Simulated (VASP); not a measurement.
# SnTe (Fm-3m) in VASP: further runs, part 2 of 2

VASP 6.6.1. The steps go on from the part before.

**3. Single point, PBE**

This run uses another cell than the first one, of 33.16 Å³/atom.

Input file INCAR:

```
ALGO = Normal
EDIFF = 1E-6
ENCUT = 500
GGA = PE
GGA_COMPAT = False
ISIF = 2
ISMEAR = 0
LASPH = True
LCHARG = False
LREAL = False
LWAVE = False
NBANDS = 17
NELM = 120
PREC = Accurate
SIGMA = 0.01
```

Input file KPOINTS:

```
k-points
0
Gamma
  6 6 6
```

Input file POSCAR:

```
SnTe
1.0
    0.0000000000      3.2126470615      3.2126470615
    3.2126470615      0.0000000000      3.2126470615
    3.2126470615      3.2126470615      0.0000000000
Sn Te
1 1
Direct
    0.0000000000      0.0000000000      0.0000000000
    0.5000000000      0.5000000000      0.5000000000
```

Potentials or basis: VASP PAW PBE potentials, release 64 (Sn_d, Te).

Command:

```console
> cat potpaw_PBE.64/Sn_d/POTCAR potpaw_PBE.64/Te/POTCAR > POTCAR
> mpirun -np 1 vasp_std > vasp.out
```

OUTCAR:

```text
EDIFF = 1E-6
   ENCUT = 500
   GGA = PE
   ISIF = 2
   ISMEAR = 0
   LASPH = True
   LREAL = False
   NELM = 120
   PREC = Accurate

 ion  position               nearest neighbor table
   1  0.000  0.000  0.000-   2 3.21   2 3.21   2 3.21   2 3.21   2 3.21   2 3.21
   2  0.500  0.500  0.500-   1 3.21   1 3.21   1 3.21   1 3.21   1 3.21   1 3.21

  LATTYP: Found a face centered cubic cell.
 ALAT       =     6.4252941230

  Lattice vectors:

 A1 = (   0.0000000000,   3.2126470615,   3.2126470615)
[... 496 lines left out ...]
------------------------ aborting loop because EDIFF is reached ----------------------------------------

  FORCE on cell =-STRESS in cart. coord.  units (eV):
  Direction    XX          YY          ZZ          XY          YZ          ZX
  --------------------------------------------------------------------------------------
  -------------------------------------------------------------------------------------
  Total       -0.1085415     -0.1085415     -0.1085415     -0.0000000      0.0000000     -0.0000000
  in kB       -2.6223291     -2.6223291     -2.6223291     -0.0000000      0.0000000     -0.0000000
  external PRESSURE =      -2.6223291 kB  Pullay stress =       0.0000000 kB

 VOLUME and BASIS-vectors are now :
 -----------------------------------------------------------------------------
  energy-cutoff  :      500.00
  volume of cell :       66.32
      direct lattice vectors                 reciprocal lattice vectors
     0.000000000  3.212647061  3.212647061    -0.155634899  0.155634899  0.155634899
     3.212647061  0.000000000  3.212647061     0.155634899 -0.155634899  0.155634899
     3.212647061  3.212647061  0.000000000     0.155634899  0.155634899 -0.155634899

 POSITION                                       TOTAL-FORCE (eV/Angst)
 -----------------------------------------------------------------------------------
      0.00000      0.00000      0.00000         0.000000     -0.000000      0.000000
      3.21265      3.21265      3.21265        -0.000000      0.000000     -0.000000
 -----------------------------------------------------------------------------------
    total drift:                               -0.000000      0.000000      0.000000

  FREE ENERGIE OF THE ION-ELECTRON SYSTEM (eV)
  ---------------------------------------------------
  free  energy   TOTEN  =        -7.5642806790 eV

  energy  without entropy=       -7.5642806781  energy(sigma->0) =       -7.56428068
```

OSZICAR:

```text
N       E                     dE             d eps       ncg     rms          rms(c)
DAV:   1     0.124987913250E+03    0.12499E+03   -0.91862E+03   546   0.130E+03
DAV:   2     0.461134277274E+01   -0.12038E+03   -0.11737E+03   561   0.327E+02
DAV:   3    -0.724793392736E+01   -0.11859E+02   -0.11749E+02   661   0.906E+01
DAV:   4    -0.761987988925E+01   -0.37195E+00   -0.37143E+00   633   0.165E+01
DAV:   5    -0.763470286827E+01   -0.14823E-01   -0.14823E-01   811   0.329E+00    0.407E+00
DAV:   6    -0.756258085641E+01    0.72122E-01   -0.16798E-01   696   0.258E+00    0.255E+00
DAV:   7    -0.756334516732E+01   -0.76431E-03   -0.58729E-02   633   0.109E+00    0.879E-01
DAV:   8    -0.756420458736E+01   -0.85942E-03   -0.74839E-03   657   0.699E-01    0.168E-01
DAV:   9    -0.756426968955E+01   -0.65102E-04   -0.86179E-04   761   0.267E-01    0.477E-02
DAV:  10    -0.756427439122E+01   -0.47017E-05   -0.13807E-04   659   0.908E-02    0.187E-02
DAV:  11    -0.756428118515E+01   -0.67939E-05   -0.50197E-05   695   0.521E-02    0.272E-02
DAV:  12    -0.756428067904E+01    0.50610E-06   -0.31778E-06   628   0.970E-03
   1 F= -.75642807E+01 E0= -.75642807E+01  d E =-.977511E-09
```

Wall time 16 s (1 thread of Intel Xeon Platinum 8259CL at 2.50GHz (Skylake/Cascade Lake), shared host); peak memory 0.2 GiB.

What came out:

```
Free energy            : -7.5643 eV
Pressure               : -0.3 GPa
Band gap on the k mesh : 0.07 eV
```

Levels at points of the mesh, in eV from the valence-band top:
```csv
k point,band 6,band 7,band 8,band 9,band 10,band 11,band 12,band 13,band 14,band 15
"(0.00, 0.00, 0.00)",-12.36,-4.88,-1.96,-1.96,-1.96,3.25,3.25,3.25,4.88,4.88
"(0.50, 0.00, 0.00)",-11.22,-8.02,-1.64,-1.64,0.00,0.07,0.47,0.47,7.67,8.58
"(0.50, 0.50, 0.00)",-10.97,-6.41,-5.15,-3.44,-3.44,2.42,4.67,4.67,5.98,8.87
```

Caveat: semilocal functionals underestimate gaps, and a narrow one can read as zero; spin-orbit coupling is left out, which moves the levels of the heavy elements.

**4. Against experiment**

Step 2. Against the measured gap of SnTe, 0.18 eV (direct; 300 K; a printed reference work, textbook), the calculated 0.02 eV is off by -0.16 eV. Spin-orbit coupling on Sn, Te is left out. The value is that of PBE on a finite k mesh, which can miss the band edges, without temperature or zero-point motion. Semilocal functionals fall short of measured gaps as a rule.

Step 3. Against the measured gap of SnTe, 0.18 eV (direct; 300 K; a printed reference work, textbook), the calculated 0.07 eV is off by -0.11 eV. Spin-orbit coupling on Sn, Te is left out. The value is that of PBE on a finite k mesh, which can miss the band edges, without temperature or zero-point motion. Semilocal functionals fall short of measured gaps as a rule.
